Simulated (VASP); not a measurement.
Input of a VASP 6.6.1 run:

INCAR

```
PREC = Accurate
ENCUT = 520
EDIFF = 1E-7
ISMEAR = 0
SIGMA = 0.15
LREAL = F
LASPH = T
NELM = 100
ALGO = Fast
ISIF = 2
LWAVE = F
LCHARG = F
NBANDS = 12
```

The input KPOINTS:

```
regular mesh
0
Gamma
  22 22 22
```

The input POSCAR:

```
Au
1.0
    0.0000000000      1.8224250682      2.5769090465
    1.8224250682      0.0000000000      2.5769090465
    1.8224250682      1.8224250682      0.0000000000
Au
1
Direct
    0.0000000000      0.0000000000      0.0000000000
```

Potentials or basis: VASP PAW LDA potentials, release 64 (Au).

Launch:

```sh
$ cat potpaw_LDA.64/Au/POTCAR > POTCAR
$ mpirun -np 1 vasp_std > vasp.out
```

Question: Estimate the pressure.

Answer: 9.1 GPa.

Question: Predict the band gap on the k mesh.

Answer: None (metal or under the smearing width).

Stress tensor (GPa, compression positive):
```
 20.49   0.00   0.00
  0.00  20.49   0.00
  0.00   0.00 -13.57
```

The run has no spin-orbit coupling, so splittings on Au are missing.
